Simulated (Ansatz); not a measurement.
Base system: ZnTe in the zinc blende structure (space group F-43m, No. 216; a = 6.179 Å).

It is then changed as follows: a hydrostatic pressure of 18 GPa.

Levels (all Ansatz, an electronic-structure program, PAW): PBE (420 eV, no spin-orbit coupling); r2SCAN (500 eV, no spin-orbit coupling).

The geometry is relaxed with PBE.

| Quantity | Result |
|---|---|
| PBE electron mass | 1.1 mₑ along k, 0.23 mₑ across (off the special points) |
| PBE lowest conduction level above the VBM at special points | X 1.81 eV; L 2.05 eV; Γ 2.29 eV; U 2.31 eV |
| PBE pressure | 17.99 GPa |

Question: Predict the electron mass, lowest conduction level above the VBM at special points and pressure from r2SCAN.

Answer: The electron mass becomes 1.0 mₑ along k, 0.22 mₑ across (off the special points) (PBE: 1.1 mₑ along k, 0.23 mₑ across (off the special points)); the lowest conduction level above the VBM at special points becomes X 2.11 eV; L 2.49 eV; Γ 2.92 eV; U 2.63 eV (PBE: X 1.81 eV; L 2.05 eV; Γ 2.29 eV; U 2.31 eV); the pressure decreases by 1.56 GPa to 16.43 GPa.

Single points use the geometry relaxed with PBE. Their cutoffs differ, which shifts pressures a little. With Te present, leaving out spin-orbit coupling can change the band edges. The levels and masses belong to the bands next to the band gap. Load acts through the strain it causes; cell and atoms are relaxed under it. Effective masses come from finite differences of ±0.01 Å⁻¹. Along k means along the line from Γ to the band edge. Whether these cells are dynamically stable was not tested. Measured, ZnTe leaves this structure (for cinnabar) near 9.5 GPa (temperature not stated; as listed in Datta, Sujoy, Jana, Debnarayan, arXiv (2020)), on rising pressure, with hysteresis.
